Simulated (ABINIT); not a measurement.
HgSe, 2 atoms in the cell. The structure is cubic, space group F-43m (No. 216). The conventional cell has a = 6.078 Å, b = 6.078 Å, c = 6.078 Å, α = 90.00°, β = 90.00°, γ = 90.00°. Around Hg (site symmetry -43m) lie 4 Se at 2.63 Å. Se (site symmetry -43m) is surrounded by 4 Hg at 2.63 Å. 

- Program: ABINIT 10.8.3 (patched build)
- Task: band structure
- Functional: r2SCAN
- Potentials or basis: PseudoDojo NC SR PBE v0.4.1 standard
- Cutoff: 1415 eV
- k mesh: 6 × 6 × 6
- Occupations: fermi-dirac, width 0.05 eV
- Spin: no spin polarisation

Potentials or basis: PseudoDojo NC SR PBE v0.4.1 standard.

Run with:

```sh
$ mpirun --bind-to none -np 4 abinit run.abi > log 2>&1
```

Hardware: 4 MPI ranks on Arm Neoverse N1 (shared host).

Task: Estimate the wall time of this run.

Result: It took 24 min on 4 MPI ranks on Arm Neoverse N1 (shared host), peak memory 1.2 GiB a rank. Counts: scf iterations 11, mpi ranks 4, k points 16, bands 22, plane waves 6814.
